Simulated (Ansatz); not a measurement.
**CuO: how settings move the results**

Aim, for CuO: see how the occupation rule and width moves the results.

Method: DFT PBEsol, scalar-relativistic, plane waves, PAW, in Ansatz 0.2.0.

1 further run of the same task is left out (set aside as unsound or not needed). Runs told in other sessions of the task aren't counted.

## (1) Starting point

It takes space group Cc (No. 9, monoclinic). The conventional cell has a = 4.689 Å, b = 3.427 Å, c = 5.132 Å, α = 90.00°, β = 99.65°, γ = 90.00°. Cu (site symmetry 1) has 4 O at 1.91 to 2.02 Å in its first shell of neighbours. O (site symmetry 1) is surrounded by 4 Cu at 1.91 to 2.02 Å.

Structure file:

```cif
data_structure
_symmetry_space_group_name_H-M 'Cc'
_symmetry_Int_Tables_number 9
_cell_length_a 4.6893
_cell_length_b 3.4268
_cell_length_c 5.1321
_cell_angle_alpha 90.000
_cell_angle_beta 99.653
_cell_angle_gamma 90.000
_cell_volume 81.30
loop_
_atom_site_label
_atom_site_type_symbol
_atom_site_symmetry_multiplicity
_atom_site_Wyckoff_symbol
_atom_site_fract_x
_atom_site_fract_y
_atom_site_fract_z
_atom_site_occupancy
Cu1 Cu 4 a 0.25000 0.24680 0.00000 1
O1 O 4 a 0.48850 0.91710 0.25370 1
```

The structure comes from the Crystallography Open Database; it is used as listed.

## (2) The base input

File input.yaml:

```yaml
crystal:
  lattice:
    - [2.34465, -1.7134, 0.0]
    - [2.34465, 1.7134, 0.0]
    - [-0.86055, 0.0, 5.05944]
  atoms:
    - { symbol: Cu, position: [0.0032, 0.4968, 0.0] }
    - { symbol: Cu, position: [0.4968, 0.0032, 0.5] }
    - { symbol: O, position: [0.5714, 0.4056, 0.2537] }
    - { symbol: O, position: [0.4056, 0.5714, 0.7537] }
basis:
  ecutwfc: 420
kpoints:
  mp_grid: { grid: [16, 16, 8] }
hamiltonian:
  xc: pbesol
scf:
  occupations: { method: gaussian, width: 0.1 }
output:
  forces: true
  stress: true
  eigenvalues: true
  populations: true
  write_density: true
  write_potential: true
  elf: true
  volumetric_format: npy
```

Its results, from an earlier run: -3574.0895 eV/atom at zero smearing, pressure -2.71 GPa, largest force 0.758 eV/Å, no gap on the mesh, in 8 SCF cycles and 72 s.

## (3) Occupation rule and width: Gaussian 0.01 eV

File input.yaml:

```yaml
crystal:
  lattice:
    - [2.34465, -1.7134, 0.0]
    - [2.34465, 1.7134, 0.0]
    - [-0.86055, 0.0, 5.05944]
  atoms:
    - { symbol: Cu, position: [0.0032, 0.4968, 0.0] }
    - { symbol: Cu, position: [0.4968, 0.0032, 0.5] }
    - { symbol: O, position: [0.5714, 0.4056, 0.2537] }
    - { symbol: O, position: [0.4056, 0.5714, 0.7537] }
basis:
  ecutwfc: 420
kpoints:
  mp_grid: { grid: [16, 16, 8] }
hamiltonian:
  xc: pbesol
scf:
  occupations: { method: gaussian, width: 0.01 }
output:
  forces: true
  stress: true
  eigenvalues: true
```

Command:

```console
ansatz run input.yaml --threads 1 --pin off --max-ram 2560MiB --backend cpu --events-out ev --progress --plain --runs-dir out
```

## (4) Occupation rule and width set to Gaussian 0.05 eV

Changes to input.yaml since step 3:

```diff
@@ -17,3 +17,3 @@
 scf:
-  occupations: { method: gaussian, width: 0.01 }
+  occupations: { method: gaussian, width: 0.05 }
 output:
```

## (5) Occupation rule and width set to Gaussian 0.2 eV

Changes to input.yaml since step 4:

```diff
@@ -17,3 +17,3 @@
 scf:
-  occupations: { method: gaussian, width: 0.05 }
+  occupations: { method: gaussian, width: 0.2 }
 output:
```

## (6) Occupation rule and width set to Gaussian 0.5 eV

Changes to input.yaml since step 5:

```diff
@@ -17,3 +17,3 @@
 scf:
-  occupations: { method: gaussian, width: 0.2 }
+  occupations: { method: gaussian, width: 0.5 }
 output:
```

## (7) Occupation rule and width: Fermi–Dirac 0.01 eV

Changes to input.yaml since step 6:

```diff
@@ -17,3 +17,3 @@
 scf:
-  occupations: { method: gaussian, width: 0.5 }
+  occupations: { method: fermi_dirac, width: 0.01 }
 output:
```

## (8) Occupation rule and width: Fermi–Dirac 0.02 eV

Changes to input.yaml since step 7:

```diff
@@ -17,3 +17,3 @@
 scf:
-  occupations: { method: fermi_dirac, width: 0.01 }
+  occupations: { method: fermi_dirac, width: 0.02 }
 output:
```

## (9) Occupation rule and width: Fermi–Dirac 0.05 eV

Changes to input.yaml since step 8:

```diff
@@ -17,3 +17,3 @@
 scf:
-  occupations: { method: fermi_dirac, width: 0.02 }
+  occupations: { method: fermi_dirac, width: 0.05 }
 output:
```

## (10) Occupation rule and width: Fermi–Dirac 0.5 eV

Changes to input.yaml since step 9:

```diff
@@ -17,3 +17,3 @@
 scf:
-  occupations: { method: fermi_dirac, width: 0.05 }
+  occupations: { method: fermi_dirac, width: 0.5 }
 output:
```

## (11) Occupation rule and width set to cold 0.01 eV

Changes to input.yaml since step 10:

```diff
@@ -17,3 +17,3 @@
 scf:
-  occupations: { method: fermi_dirac, width: 0.5 }
+  occupations: { method: cold, width: 0.01 }
 output:
```

## (12) Occupation rule and width set to cold 0.02 eV

Changes to input.yaml since step 11:

```diff
@@ -17,3 +17,3 @@
 scf:
-  occupations: { method: cold, width: 0.01 }
+  occupations: { method: cold, width: 0.02 }
 output:
```

## (13) Occupation rule and width set to cold 0.05 eV

Changes to input.yaml since step 12:

```diff
@@ -17,3 +17,3 @@
 scf:
-  occupations: { method: cold, width: 0.02 }
+  occupations: { method: cold, width: 0.05 }
 output:
```

## (14) Occupation rule and width: tetrahedron

Changes to input.yaml since step 13:

```diff
@@ -17,3 +17,3 @@
 scf:
-  occupations: { method: cold, width: 0.05 }
+  occupations: { method: tetrahedron }
 output:
```

(Steps that only read results are left out.)

Q: Predict the outcome of the series: the values and the trend.

**Answer**, as computed:

| quantity | value |
| --- | --- |
| largest energy shift, occupation rule and width | -5.45 meV/atom at Fermi–Dirac 0.5 |

**Reading.** Smearing shifts the free energy by as much as 215 meV/atom (Fermi–Dirac 0.5); extrapolating to zero width leaves 5.45 at most. For the widths that shift F most, the extrapolation takes out most of the shift. In a metal, forces and stress under tetrahedra need not match the slope of their energy. The listed cell is far from this method's equilibrium (-2.7 GPa, forces up to 0.76 eV/Å), so its values are not those of the relaxed crystal. The final runs have no spin polarisation, so a magnetic state may lie lower.

Real CuO has a narrow gap, which semilocal functionals close or nearly close; near the undistorted cell a metallic reading is the functional's, not the solid's.
